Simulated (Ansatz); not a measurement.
# SiGe under changes of volume

One of the cells (21.291 Å³/atom); the others are scaled copies at fixed shape and fractional positions:

```
CELL_PARAMETERS angstrom
3.90445 0.00000 0.00000
-1.95223 3.38135 0.00000
0.00000 0.00000 6.45078
ATOMIC_POSITIONS crystal
Ge 0.33333 0.66667 0.00039
Ge 0.66667 0.33333 0.50039
Si 0.33333 0.66667 0.37461
Si 0.66667 0.33333 0.87461
```

The cell comes from a database or a generator and needn't be the stable form of this composition.

| Item | Value |
| --- | --- |
| Program | Ansatz 0.2.0 |
| Functional | LDA |
| Potentials or basis | Ansatz PAW |
| Cutoff | 420 eV (not typed: the program's choice for these potentials) |
| k mesh | 8 × 8 × 4 |
| Occupations | fermi-dirac, width 0.05 eV |
| Spin | no spin polarisation |

| volume (Å³/atom) | energy over the lowest point (meV/atom) | pressure (GPa) | gap on the mesh (eV) | largest force (eV/Å) |
| --- | --- | --- | --- | --- |
| 20.014 | 6.95 | 3.3 | 0.26 | 0.030 |
| 20.440 | 0.96 | 1.3 | 0.30 | 0.020 |
| 20.866 | 0.00 | -0.5 | 0.33 | 0.011 |
| 21.291 | 3.53 | -2.1 | 0.35 | 0.003 |
| 21.717 | 11.08 | -3.5 | 0.30 | 0.005 |
| 22.143 | ? | ? | ? | ? |
| 22.569 | 36.50 | -5.9 | 0.19 | 0.018 |

Problem. What does the run at 22.143 Å³/atom give?

Solution. Energy over the lowest point 22.19 meV/atom; pressure -4.8 GPa; gap on the mesh 0.24 eV; largest force 0.012 eV/Å.

Worked out: A Birch-Murnaghan fit of order 3 (a polynomial in V^(-2/3)) to the other rows has its minimum at 20.74 Å³/atom with B0 = V·E''(V) = 85 GPa and B' = 4.6 at fixed shape and positions, which overstates the stiffness. It gives 22.19 meV/atom at 22.143 Å³/atom, against the run's 22.19, and -dE/dV = -4.8 GPa, against -4.8. A parabola through the other rows of the gap, of slope -3.1 eV per unit of ln V there, gives 0.26 eV, against the run's 0.24.

Energies are extrapolated to zero smearing.

Caveats: the PAW data sets come from PBE, with cores solved anew for the run's functional, which leaves a small shift of forces and pressure.

A mesh can miss the band edges. Spin-orbit coupling on Ge is left out.
